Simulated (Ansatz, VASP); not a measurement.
**RbBr in VASP and in Ansatz**

```
Rb Br
1.0
     4.83994    0.00000    0.00000
    -2.41997    4.19151    0.00000
     0.00000    0.00000    8.50566
Rb Br
2 2
Direct
  0.00000 0.00000 0.00000
  0.00000 0.00000 0.50000
  0.33333 0.66667 0.25000
  0.66667 0.33333 0.75000
```

Alike in both runs: functional PBE; k mesh 6 × 6 × 3; occupations gaussian, width 0.02 eV; no spin polarisation.

Ansatz relaxed the structure, and its values are those at the end. VASP's run is a single point on that final structure, the one shown.

|  | VASP | Ansatz |
| --- | --- | --- |
| version | VASP 6.6.1 | Ansatz 0.2.0 |
| potentials or method | VASP PAW PBE potentials, release 64 (Rb_sv, Br) | scalar-relativistic, plane waves, PAW |
| plane-wave cutoff (eV) | 520 | 420 |
| valence electrons in the cell | 32 | 32 |

|  | VASP | Ansatz | Ansatz less VASP |
| --- | --- | --- | --- |
| gap on the k mesh at the Fermi level (eV) | 4.14 | 4.14 | +0.001 |
| least direct gap on the mesh (eV) | 4.14 | 4.14 | +0.001 |
| pressure (GPa) | 0.1 | 0.0 | -0.02 |

The functional is the same, so the differences come from potentials, cutoffs and numerics.

PBE gaps usually lie below the measured ones, often by a third to a half.
